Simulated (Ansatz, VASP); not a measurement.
This is a calculation of C for Ansatz 0.2.0. 

The input input.yaml:

```yaml
crystal:
  lattice:
    - [0.0, 1.78337, 1.78337]
    - [1.78337, 0.0, 1.78337]
    - [1.78337, 1.78337, 0.0]
  atoms:
    - { symbol: C, position: [0.75, 0.75, 0.75] }
    - { symbol: C, position: [0.5, 0.5, 0.5] }
hamiltonian:
  xc: pbe
  pseudopotentials: { kind: paw }
kpoints:
  mp_grid: { grid: [13, 13, 13] }
scf:
  occupations: { method: gaussian, width: 0.023 }
output:
  forces: true
  stress: true
  eigenvalues: true
```

Potentials or basis: Ansatz PAW.

Launch:

```sh
$ ansatz run input.yaml --threads 2 --pin off --max-ram 5632MiB --backend cpu --events-out ev --progress --plain --runs-dir out
```

Task: Set up the same calculation for VASP 6.6.1. Potentials or basis there: PBE PAW files C, 520 eV.

Result: As run (cutoffs and basis follow the program's own potentials, and thresholds, step limits or extra output files can differ):

INCAR

```
SYSTEM = C
ALGO     = Normal         ! electronic algorithm
EDIFF    = 1E-6           ! SCF threshold, eV
ENCUT    = 520            ! plane-wave cutoff, eV
GGA      = PE             ! functional
ISIF     = 2              ! what is computed and relaxed
ISMEAR   = 0              ! smearing method
LASPH    = .True.         ! aspherical terms in the spheres
LCHARG   = .False.        ! write CHGCAR
LREAL    = .False.        ! projectors in reciprocal space
LWAVE    = .False.        ! write WAVECAR
NBANDS   = 11             ! bands
NELM     = 100            ! most SCF steps
PREC     = Accurate       ! precision mode
SIGMA    = 0.023          ! smearing width, eV
```

The input KPOINTS:

```
k-points
0
Gamma
  13 13 13
  0 0 0
```

Contents of POSCAR:

```
C
1.0
    0.0000000000      1.7833700000      1.7833700000
    1.7833700000      0.0000000000      1.7833700000
    1.7833700000      1.7833700000      0.0000000000
C
2
Direct
    0.7500000000      0.7500000000      0.7500000000
    0.5000000000      0.5000000000      0.5000000000
```

Potentials or basis: VASP PAW PBE potentials, release 64 (C).

Run with:

```bash
$ cat potpaw_PBE.64/C/POTCAR > POTCAR
$ mpirun -np 1 vasp_std > vasp.out
```

Both were run:

|  | Ansatz | VASP |
| --- | --- | --- |
| Pressure | 1.8 GPa | 2.5 GPa |

Ansatz's pressure holds a Pulay term of +1.04 GPa for its cutoff of 420 eV, which the other run lacks.

Where Ansatz's input types no cutoff or centring, it takes its own default and a Γ-centred mesh.

Pressure is positive in compression.
